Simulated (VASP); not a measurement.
Input of a VASP 6.6.1 run:

Contents of INCAR:

```
PREC = Accurate
ENCUT = 600
EDIFF = 1E-7
ISMEAR = 0
SIGMA = 0.1
LREAL = False
LASPH = True
NELM = 60
ALGO = Fast
ISIF = 3
LWAVE = False
LCHARG = False
GGA = PE
IVDW = 12
IBRION = 2
NSW = 90
EDIFFG = -0.005
```

File KPOINTS:

```
regular mesh
0
Gamma
  14 14 14
```

Contents of POSCAR:

```
Si
1.0
    0.0000000000      2.7185000000      2.7185000000
    2.7185000000      0.0000000000      2.7185000000
    2.7185000000      2.7185000000      0.0000000000
Si
2
Direct
    0.5000000000      0.5000000000      0.5000000000
    0.7500000000      0.7500000000      0.7500000000
```

Potentials or basis: VASP PAW PBE potentials, release 64 (Si).

Launch:

```bash
$ cat potpaw_PBE.64/Si/POTCAR > POTCAR
$ mpirun -np 1 vasp_std > vasp.out
```

Q: What does it give for the relaxed cell?

A: a = 3.832 Å, b = 3.832 Å, c = 3.832 Å, α = 60.00°, β = 60.00°, γ = 60.00°.

Q: What does it give for the band gap on the k mesh?

A: 0.56 eV, indirect (least direct gap 2.57 eV).

Q: What does it give for the dispersion energy per atom?

A: -0.316 eV.

Step by step:
```
step  energy change (eV)  largest force (eV/Å)  pressure (GPa)  volume (Å³)
   1              0.0000                0.0000           -0.84        40.18
   2             -0.0006                0.0000            0.56        39.57
   3             -0.0010                0.0000            0.01        39.80
```

A k mesh can miss the band edges. A hybrid or GW would open this gap; PBE tends to underestimate it.
